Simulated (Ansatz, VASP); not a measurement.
**One calculation of Bi, two programs**

The input INCAR:

```
SYSTEM = Bi
ALGO = Fast
EDIFF = 1E-6
ENCUT = 520
GGA = PE
ISIF = 2
ISMEAR = -1
LASPH = .TRUE.
LCHARG = .TRUE.
LELF = .TRUE.
LREAL = .FALSE.
LVHAR = .TRUE.
LWAVE = .FALSE.
NBANDS = 14
NELM = 100
PREC = Accurate
SIGMA = 0.03
```

The input KPOINTS:

```
k-points
0
G
  6 6 6
  0 0 0
```

File POSCAR:

```
Bi
1.0
   -1.9814305318      1.9814305318      1.9814305318
    1.9814305318     -1.9814305318      1.9814305318
    1.9814305318      1.9814305318     -1.9814305318
Bi
1
Direct
    0.0000000000      0.0000000000      0.0000000000
```

Contents of input.yaml:

```yaml
crystal:
  lattice:
    - [-1.9814305318, 1.9814305318, 1.9814305318]
    - [1.9814305318, -1.9814305318, 1.9814305318]
    - [1.9814305318, 1.9814305318, -1.9814305318]
  atoms:
    - { symbol: Bi, position: [0.0, 0.0, 0.0] }
kpoints:
  mp_grid: { grid: [6, 6, 6] }
scf:
  occupations: { method: fermi_dirac, width: 0.03 }
hamiltonian:
  xc: pbe
  pseudopotentials: { kind: all_electron, lapw: { basis_error: 0.002 } }
output:
  forces: true
  stress: true
  eigenvalues: true
```

This isn't the form of Bi at room conditions, which is rhombohedral.

Alike in both runs: task single point; functional PBE; k mesh 6 × 6 × 6; occupations fermi-dirac, width 0.03 eV; no spin polarisation.

```csv
,VASP,Ansatz
version,VASP 6.6.1,Ansatz 0.2.0
potentials or method,"VASP PAW PBE potentials, release 64 (Bi_d)","all-electron LAPW, scalar-relativistic"
plane-wave cutoff (eV),520,see its input
```

|  | VASP | Ansatz | Ansatz less VASP |
| --- | --- | --- | --- |
| gap on the k mesh at the Fermi level (eV) | none | none | - |
| pressure (GPa) | 1.0 | 1.1 | +0.08 |

A gap of «none» marks a metal or a gap that the smearing closes. Ansatz ran all-electron here, so the differences hold the error of VASP's frozen core and of both bases.

Caveats: the k mesh is coarse (spacing up to 0.37 Å⁻¹), so the values aren't converged; spin-orbit coupling is left out, which moves the levels of the heavy elements.
